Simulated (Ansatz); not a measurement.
**WSe2: how the settings move a single-point run**

Question: which choices in the input matter for WSe2? The cell is built on a prototype (CdCl2 type) and needn't be the phase found in nature.

Computed with Ansatz 0.2.0 (reference: DFT, PBE, plane waves, PAW, unless a step's input says otherwise).

2 further runs of the same task are left out: 1 for a known fault of the program, 1 that didn't finish.

### 1 The starting structure

The structure is trigonal, space group R-3m (No. 166). The conventional cell has a = 3.287 Å, b = 3.287 Å, c = 19.492 Å, α = 90.00°, β = 90.00°, γ = 120.00°. W (site symmetry -3m) has 6 Se at 2.55 Å as nearest neighbours. Se (site symmetry 3m) is surrounded by 3 W at 2.55 Å.

As a file:

```xyz
3
Lattice="1.6433 0.9488 6.4973 -1.6433 0.9488 6.4973 0.0000 -1.8975 6.4973" Properties=species:S:1:pos:R:3 pbc="T T T"
W     0.0000    0.0000    0.0000
Se    0.0000    0.0000    4.8000
Se    0.0000    0.0000   14.6918
```

### 2 Baseline

Contents of input.yaml:

```yaml
crystal:
  lattice:
    - [1.6433003578, 0.948759904, 6.4972669668]
    - [-1.6433003578, 0.948759904, 6.4972669668]
    - [0.0, -1.8975198079, 6.4972669668]
  atoms:
    - { symbol: W, position: [0.0, 0.0, 0.0] }
    - { symbol: Se, position: [0.2462563275, 0.2462563275, 0.2462563275] }
    - { symbol: Se, position: [0.7537436725, 0.7537436725, 0.7537436725] }
kpoints:
  mp_grid: { grid: [6, 6, 6] }
hamiltonian:
  xc: pbe
scf:
  occupations: { method: fermi_dirac, width: 0.02 }
  n_extra_bands: 4
output:
  forces: true
  stress: true
  eigenvalues: true
```

Run with:

```bash
ansatz run input.yaml --threads 4 --pin off --max-ram 3686MiB --backend cpu --events-out ev --progress --plain --runs-dir out
```

### 3 Changed: preconditioner resta

Edit input.yaml of step 2 so:

```diff
@@ -16,2 +16,3 @@
   n_extra_bands: 4
+  mixing: { preconditioner: resta }
 output:
```

### 4 Variant: accuracy high

Edit input.yaml of step 2 so:

```diff
@@ -20 +20,2 @@
   eigenvalues: true
+accuracy: high
```

### 5 Changed: occupations.method methfessel_paxton, occupations.width 0.5

Edit input.yaml of step 2 so:

```diff
@@ -14,3 +14,3 @@
 scf:
-  occupations: { method: fermi_dirac, width: 0.02 }
+  occupations: { method: methfessel_paxton, width: 0.5 }
   n_extra_bands: 4
```

### 6 Changed: ecutwfc 500

Edit input.yaml of step 2 so:

```diff
@@ -20 +20,3 @@
   eigenvalues: true
+basis:
+  ecutwfc: 500
```

### 7 Changed: mp_grid.grid [4, 4, 4]

Edit input.yaml of step 2 so:

```diff
@@ -10,3 +10,3 @@
 kpoints:
-  mp_grid: { grid: [6, 6, 6] }
+  mp_grid: { grid: [4, 4, 4] }
 hamiltonian:
```

### 8 Changed: ecutwfc 250

Edit input.yaml of step 2 so:

```diff
@@ -20 +20,3 @@
   eigenvalues: true
+basis:
+  ecutwfc: 250
```

Before running it: what results should come out? Wanted: for each run, ending; energy change; pressure; gap; force.

As calculated:

| run | ending | energy change | pressure (GPa) | gap (eV) | force (eV/Å) | cycles | time |
| --- | --- | --- | --- | --- | --- | --- | --- |
| reference | converged | 0 | 3.2 | 0.00 | 0.30 | 6 | 1.6 s |
| 1: preconditioner resta | converged | 0.0 meV/atom | 3.2 | 0.00 | 0.30 | 7 | 1.6 s |
| 2: accuracy high | converged | 0.0 meV/atom | 3.2 | 0.00 | 0.30 | 8 | 2 s |
| 3: occupations.method methfessel_paxton, occupations.width 0.5 | converged | +0.7 meV/atom (σ→0) | 3.1 | 0.00 | 0.28 | 6 | 1.6 s |
| 4: ecutwfc 500 | converged | -0.6 meV/atom | 3.2 | 0.00 | 0.30 | 6 | 2 s |
| 5: mp_grid.grid [4, 4, 4] | converged | +72.7 meV/atom | 3.2 | 0.10 | 0.45 | 7 | 1.1 s |
| 6: ecutwfc 250 | converged | +437.9 meV/atom | 3.2 | 0.00 | 0.27 | 7 | 1.4 s |

Residual by cycle in the longest SCF loop of each run; runs are numbered as in the table. The quantity is the density residual dr2, in eV.

| cycle | reference | run 1 | run 2 | run 3 | run 4 | run 5 | run 6 |
| --- | --- | --- | --- | --- | --- | --- | --- |
| 1 | 0.00778 | 0.00778 | 0.00778 | 0.0094 | 0.00778 | 0.0123 | 0.0477 |
| 2 | 0.0013 | 0.00137 | 0.00129 | 0.0154 | 0.00124 | 0.00153 | 0.0227 |
| 3 | 2.2e-4 | 6.6e-4 | 2.1e-4 | 0.00133 | 2.0e-4 | 3.3e-4 | 9.8e-4 |
| 4 | 9.7e-6 | 2.1e-5 | 9.3e-6 | 1.7e-5 | 9.6e-6 | 3.9e-5 | 1.2e-4 |
| 5 | 3.3e-7 | 3.6e-6 | 3.3e-7 | 9.1e-7 | 3.3e-7 | 2.6e-6 | 2.3e-6 |
| 6 | 8.3e-9 | 2.3e-7 | 8.5e-9 | 1.7e-8 | 3.7e-8 | 1.5e-7 | 3.9e-7 |
| 7 | - | 1.4e-8 | 6.0e-10 | - | - | 8.9e-9 | 2.1e-8 |
| 8 | - | - | 3.0e-11 | - | - | - | - |

Run 6 ran under the cutoff that the potentials recommend, as the log warns, so basis error is mixed into its values, and swamps them where the cutoff is far short. The reference leaves spin out although W can carry a moment, so its state need not be the lowest.
